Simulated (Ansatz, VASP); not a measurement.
## Mo in VASP and in Ansatz

```xyz
1
Lattice="-1.5659 1.5659 1.5659 1.5659 -1.5659 1.5659 1.5659 1.5659 -1.5659" Properties=species:S:1:pos:R:3 pbc="T T T"
Mo    0.0000    0.0000    0.0000
```

Alike in both runs: functional PBEsol; k mesh 8 × 8 × 8; occupations gaussian, width 0.1 eV; no spin polarisation.

Ansatz relaxed the structure, and its values are those at the end. VASP's run is a single point on that final structure, the one shown.

|  | VASP | Ansatz |
| --- | --- | --- |
| version | VASP 6.6.1 | Ansatz 0.2.0 |
| potentials or method | VASP PAW PBE potentials, release 64 (Mo_sv) | scalar-relativistic, plane waves, PAW |
| plane-wave cutoff (eV) | 520 | 420 |
| valence electrons in the cell | 14 | 14 |

|  | VASP | Ansatz | Ansatz less VASP |
| --- | --- | --- | --- |
| gap on the k mesh at the Fermi level (eV) | none | none | - |
| pressure (GPa) | 0.5 | 0.0 | -0.54 |

A gap of «none» marks a metal or a gap that the smearing closes. The functional is the same, so the differences come from potentials, cutoffs and numerics.

Caveats: the PAW data sets were made with another functional, which shifts forces and pressure a little (VASP).
